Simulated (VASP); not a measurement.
# WC (Qusongite) (P-6m2) in VASP: further runs

One crystal, WC (Qusongite), is run at these levels: r2SCAN, SCAN, rSCAN, vdW-DF2; tasks: band structure.

Everything below comes from runs of VASP 6.6.1. Logs are shortened: lines on timing, memory, paths and dates and some standing lists are left out, and cuts for length are marked.

### 1 The structure

The structure is hexagonal, space group P-6m2 (No. 187). Conventional cell: a = 2.907 Å, b = 2.907 Å, c = 2.837 Å, α = 90.00°, β = 90.00°, γ = 120.00°. W (site symmetry -6m2) is surrounded by 6 C at 2.20 Å. C (site symmetry -6m2) has 6 W at 2.20 Å as nearest neighbours.

### 2 Band structure, r2SCAN, spin-orbit coupling, no magnetisation

INCAR

```
PREC = Accurate
ENCUT = 520
EDIFF = 1E-7
ISMEAR = -1
SIGMA = 0.05
LREAL = F
LASPH = T
NELM = 60
ALGO = Normal
ISIF = 2
LWAVE = F
LCHARG = F
LNONCOLLINEAR = T
MAGMOM = 0 0 0 0 0 0
LORBIT = 11
LSORBIT = T
GGA_COMPAT = F
LMAXMIX = 4
METAGGA = R2SCAN
LMIXTAU = T
NBANDS = 30
```

KPOINTS

```
Automatic mesh
0
Gamma
  7 7 7
```

POSCAR

```
WC
1.0
    2.9065000000      0.0000000000      0.0000000000
   -1.4532500000      2.5171028361      0.0000000000
    0.0000000000      0.0000000000      2.8366000000
W C
1 1
Direct
    0.0000000000      0.0000000000      0.0000000000
    0.6666666667      0.3333333333      0.5000000000
```

KPOINTS_OPT

```
path GMKGALHA,LM,KH
20
line-mode
reciprocal
 0.0000000000  0.0000000000  0.0000000000  G
 0.5000000000  0.0000000000  0.0000000000  M

 0.5000000000  0.0000000000  0.0000000000  M
 0.3333333333  0.3333333333  0.0000000000  K

 0.3333333333  0.3333333333  0.0000000000  K
 0.0000000000  0.0000000000  0.0000000000  G

 0.0000000000  0.0000000000  0.0000000000  G
 0.0000000000  0.0000000000  0.5000000000  A

 0.0000000000  0.0000000000  0.5000000000  A
 0.5000000000  0.0000000000  0.5000000000  L

 0.5000000000  0.0000000000  0.5000000000  L
 0.3333333333  0.3333333333  0.5000000000  H

 0.3333333333  0.3333333333  0.5000000000  H
 0.0000000000  0.0000000000  0.5000000000  A

 0.5000000000  0.0000000000  0.5000000000  L
 0.5000000000  0.0000000000  0.0000000000  M

 0.3333333333  0.3333333333  0.0000000000  K
 0.3333333333  0.3333333333  0.5000000000  H
```

Potentials or basis: VASP PAW PBE potentials, release 64 (W_sv, C).

Launch:

```sh
$ cat potpaw_PBE.64/W_sv/POTCAR potpaw_PBE.64/C/POTCAR > POTCAR
$ mpirun -np 1 vasp_ncl > vasp.out
```

OUTCAR:

```text
PREC = Accurate
   ENCUT = 520
   EDIFF = 1E-7
   ISMEAR = -1
   LREAL = F
   LASPH = T
   NELM = 60
   ISIF = 2
   LNONCOLLINEAR = T
   LORBIT = 11
   LSORBIT = T
   METAGGA = R2SCAN

 ion  position               nearest neighbor table
   1  0.000  0.000  0.000-   2 2.20   2 2.20   2 2.20   2 2.20   2 2.20   2 2.20
   2  0.667  0.333  0.500-   1 2.20   1 2.20   1 2.20   1 2.20   1 2.20   1 2.20

  LATTYP: Found a hexagonal cell.
 ALAT       =     2.9065000000
 C/A-ratio  =     0.9759504559

  Lattice vectors:

 A1 = (   2.9065000000,   0.0000000000,   0.0000000000)
 A2 = (  -1.4532500000,   2.5171028361,   0.0000000000)
 A3 = (   0.0000000000,   0.0000000000,   2.8366000000)

Analysis of symmetry for initial positions (statically):
=====================================================================
 Subroutine PRICEL returns:
 Original cell was already a primitive cell.

 Routine SETGRP: Setting up the symmetry group for a
 hexagonal supercell.

 Subroutine GETGRP returns: Found 12 space group operations
 (whereof 12 operations were pure point group operations)
 out of a pool of 24 trial point group operations.

The static configuration has the point symmetry D_3h.

Analysis of symmetry for dynamics (positions and initial velocities):
=====================================================================
 Subroutine PRICEL returns:
 Original cell was already a primitive cell.

 Routine SETGRP: Setting up the symmetry group for a
 hexagonal supercell.

 Subroutine GETGRP returns: Found 12 space group operations
 (whereof 12 operations were pure point group operations)
 out of a pool of 24 trial point group operations.

The dynamic configuration has the point symmetry D_3h.

Analysis of structural, dynamic, and magnetic symmetry:
=====================================================================
 Subroutine PRICEL returns:
 Original cell was already a primitive cell.

 Routine SETGRP: Setting up the symmetry group for a
 hexagonal supercell.

[... 964 lines left out ...]
  -------------------------------------------------------------------------------------
  Total        0.6278275      0.6278275      0.4501292     -0.0000000     -0.0000000      0.0000000
  in kB       48.4709527     48.4709527     34.7518828     -0.0000000     -0.0000000      0.0000000
  external PRESSURE =      43.8979294 kB  Pullay stress =       0.0000000 kB

 VOLUME and BASIS-vectors are now :
 -----------------------------------------------------------------------------
  energy-cutoff  :      520.00
  volume of cell :       20.75
      direct lattice vectors                 reciprocal lattice vectors
     2.906500000  0.000000000  0.000000000     0.344056425  0.198641070  0.000000000
    -1.453250000  2.517102836  0.000000000     0.000000000  0.397282139  0.000000000
     0.000000000  0.000000000  2.836600000     0.000000000  0.000000000  0.352534725

 POSITION                                       TOTAL-FORCE (eV/Angst)
 -----------------------------------------------------------------------------------
      0.00000      0.00000      0.00000        -0.000000      0.000000      0.000000
      1.45325      0.83903      1.41830         0.000000      0.000000      0.000000
 -----------------------------------------------------------------------------------
    total drift:                                0.000000     -0.000000     -0.000000

  FREE ENERGIE OF THE ION-ELECTRON SYSTEM (eV)
  ---------------------------------------------------
  free  energy   TOTEN  =       -62.3308417094 eV

  energy  without entropy=      -62.3271826520  energy(sigma->0) =      -62.32901218

 Spin-Orbit-Coupling matrix elements

 Ion:    1  E_soc:     -1.4309673
 l=   1
     0.0000000    -0.2088166    -0.2132331
    -0.2088166     0.0000000    -0.2088166
    -0.2132331    -0.2088166     0.0000000
 l=   2
     0.0000000    -0.0055025     0.0000000    -0.0055025    -0.0269816
    -0.0055025     0.0000000    -0.0155698    -0.0044860    -0.0055025
     0.0000000    -0.0155698     0.0000000    -0.0155698     0.0000000
    -0.0055025    -0.0044860    -0.0155698     0.0000000    -0.0055025
    -0.0269816    -0.0055025     0.0000000    -0.0055025     0.0000000
 l=   3
     0.0000000     0.0000000     0.0000000     0.0000000     0.0000000     0.0000000     0.0000000
     0.0000000     0.0000000     0.0000000     0.0000000     0.0000000     0.0000000     0.0000000
     0.0000000     0.0000000     0.0000000     0.0000000     0.0000000     0.0000000     0.0000000
     0.0000000     0.0000000     0.0000000     0.0000000     0.0000000     0.0000000     0.0000000
     0.0000000     0.0000000     0.0000000     0.0000000     0.0000000     0.0000000     0.0000000
     0.0000000     0.0000000     0.0000000     0.0000000     0.0000000     0.0000000     0.0000000
     0.0000000     0.0000000     0.0000000     0.0000000     0.0000000     0.0000000     0.0000000

 Ion:    2  E_soc:     -0.0002709
 l=   1
     0.0000000    -0.0000468    -0.0000419
    -0.0000468     0.0000000    -0.0000468
    -0.0000419    -0.0000468     0.0000000
 l=   2
     0.0000000     0.0000000     0.0000000     0.0000000     0.0000000
     0.0000000     0.0000000     0.0000000     0.0000000     0.0000000
     0.0000000     0.0000000     0.0000000     0.0000000     0.0000000
     0.0000000     0.0000000     0.0000000     0.0000000     0.0000000
     0.0000000     0.0000000     0.0000000     0.0000000     0.0000000
 l=   3
     0.0000000     0.0000000     0.0000000     0.0000000     0.0000000     0.0000000     0.0000000
     0.0000000     0.0000000     0.0000000     0.0000000     0.0000000     0.0000000     0.0000000
     0.0000000     0.0000000     0.0000000     0.0000000     0.0000000     0.0000000     0.0000000
     0.0000000     0.0000000     0.0000000     0.0000000     0.0000000     0.0000000     0.0000000
     0.0000000     0.0000000     0.0000000     0.0000000     0.0000000     0.0000000     0.0000000
     0.0000000     0.0000000     0.0000000     0.0000000     0.0000000     0.0000000     0.0000000
     0.0000000     0.0000000     0.0000000     0.0000000     0.0000000     0.0000000     0.0000000

 total charge

# of ion       s       p       d       tot
------------------------------------------
    1        2.341   6.437   3.385  12.164
    2        0.871   1.571   0.000   2.443
--------------------------------------------------
tot          3.213   8.009   3.385  14.607

 magnetization (x)

# of ion       s       p       d       tot
------------------------------------------
    1        0.000   0.000   0.000   0.000
    2        0.000  -0.000   0.000  -0.000
--------------------------------------------------
tot          0.000  -0.000   0.000  -0.000

 magnetization (y)

# of ion       s       p       d       tot
------------------------------------------
    1        0.000   0.000  -0.000  -0.000
    2       -0.000  -0.000   0.000  -0.000
--------------------------------------------------
tot         -0.000  -0.000  -0.000  -0.000

 magnetization (z)

# of ion       s       p       d       tot
------------------------------------------
    1        0.000  -0.000   0.000  -0.000
    2        0.000   0.000   0.000   0.000
--------------------------------------------------
tot          0.000  -0.000   0.000  -0.000
```

OSZICAR:

```text
N       E                     dE             d eps       ncg     rms          rms(c)
DAV:   1     0.136297163783E+03    0.13630E+03   -0.95062E+03  2880   0.140E+03
DAV:   2    -0.596673057934E+02   -0.19596E+03   -0.18792E+03  3092   0.435E+02
DAV:   3    -0.693695189575E+02   -0.97022E+01   -0.95347E+01  3400   0.940E+01
[... 47 lines left out ...]
       N       E                     dE             ncg
DAV:   1     0.636390048832E+04   -0.30114E+05     2160
DAV:   2    -0.643671871517E+03   -0.70076E+04     2364
DAV:   3    -0.968190379841E+03   -0.32452E+03     2500
DAV:   4    -0.971611262646E+03   -0.34209E+01     2358
DAV:   5    -0.971641110258E+03   -0.29848E-01     2474
DAV:   6    -0.971641693319E+03   -0.58306E-03     2340
DAV:   7    -0.971641709499E+03   -0.16180E-04     2410
DAV:   8    -0.971641710027E+03   -0.52830E-06     2066
DAV:   9    -0.971641710042E+03   -0.15083E-07     1556
```

Run time: 35 min. Hardware: 1 thread of AMD EPYC 7R43 (Zen 3), shared host; peak memory 0.24 GiB.

Results:

| Property | Result |
| --- | --- |
| Free energy | -62.3308 eV |
| Pressure | 4.4 GPa |
| Valence electrons inside the program's atomic spheres | W 12.16; C 2.44 |

Caveat: the PAW data sets were made with another functional, which shifts forces and pressure a little.

### 3 Band structure, SCAN

INCAR

```
ALGO = Normal ; EDIFF = 1E-7
ENCUT = 520 ; ISIF = 2
ISMEAR = -1 ; LASPH = True
LCHARG = False ; LMAXMIX = 4
LMIXTAU = True ; LREAL = False
LWAVE = False ; METAGGA = SCAN
NELM = 100 ; PREC = Accurate
SIGMA = 0.05
```

KPOINTS

```
k-points
0
Gamma
  10 10 9
```

POSCAR is that of step 2.

KPOINTS_OPT is that of step 2.

Potentials or basis: VASP PAW PBE potentials, release 64 (W_sv, C).

Launch:

```sh
$ cat potpaw_PBE.64/W_sv/POTCAR potpaw_PBE.64/C/POTCAR > POTCAR
$ mpirun -np 1 vasp_std > vasp.out
```

It took 6.8 min on 1 thread of AMD EPYC 7R43 (Zen 3), shared host; peak memory 0.13 GiB.

The run converged. Its results:

- Free energy: -79.9268 eV
- Pressure: -1.8 GPa
- Band gap along the path: none (metal or under the smearing width)

Stress tensor (GPa, compression positive):
```
-1.29  0.00  0.00
 0.00 -1.29  0.00
 0.00  0.00 -2.88
```

Levels at the corners of the path, in eV from the Fermi level:
| point | band 6 | band 7 | band 8 | band 9 | band 10 | band 11 | band 12 | band 13 |
| --- | --- | --- | --- | --- | --- | --- | --- | --- |
| Γ | -4.57 | -3.52 | -3.52 | 0.12 | 3.43 | 3.43 | 5.93 | 5.93 |
| M | -7.39 | -3.76 | -3.75 | -0.48 | 2.50 | 4.74 | 5.08 | 7.27 |
| M | -7.39 | -3.76 | -3.75 | -0.48 | 2.50 | 4.74 | 5.08 | 7.27 |
| K | -6.97 | -4.69 | -3.59 | 0.71 | 1.03 | 2.08 | 3.40 | 9.70 |
| K | -6.97 | -4.69 | -3.59 | 0.71 | 1.03 | 2.08 | 3.40 | 9.70 |
| Γ | -4.57 | -3.52 | -3.52 | 0.12 | 3.43 | 3.43 | 5.93 | 5.93 |
| Γ | -4.57 | -3.52 | -3.52 | 0.12 | 3.43 | 3.43 | 5.93 | 5.93 |
| A | -9.16 | -2.08 | -2.08 | -0.65 | -0.65 | 3.84 | 4.85 | 4.85 |
| A | -9.16 | -2.08 | -2.08 | -0.65 | -0.65 | 3.84 | 4.85 | 4.85 |
| L | -6.76 | -4.48 | -4.37 | 0.24 | 4.63 | 5.50 | 6.94 | 9.70 |
| L | -6.76 | -4.48 | -4.37 | 0.24 | 4.63 | 5.50 | 6.94 | 9.70 |
| H | -7.46 | -5.62 | -1.71 | -0.71 | 4.51 | 6.67 | 7.94 | 9.34 |
| H | -7.46 | -5.62 | -1.71 | -0.71 | 4.51 | 6.67 | 7.94 | 9.34 |
| A | -9.16 | -2.08 | -2.08 | -0.65 | -0.65 | 3.84 | 4.85 | 4.85 |
| L | -6.76 | -4.48 | -4.37 | 0.24 | 4.63 | 5.50 | 6.94 | 9.70 |
| M | -7.39 | -3.76 | -3.75 | -0.48 | 2.50 | 4.74 | 5.08 | 7.27 |
| K | -6.97 | -4.69 | -3.59 | 0.71 | 1.03 | 2.08 | 3.40 | 9.70 |
| H | -7.46 | -5.62 | -1.71 | -0.71 | 4.51 | 6.67 | 7.94 | 9.34 |

Caveat: the PAW data sets were made with another functional, which shifts forces and pressure a little; spin-orbit coupling is left out, which moves the levels of the heavy elements.

(Part 1 of 2 ends here.)
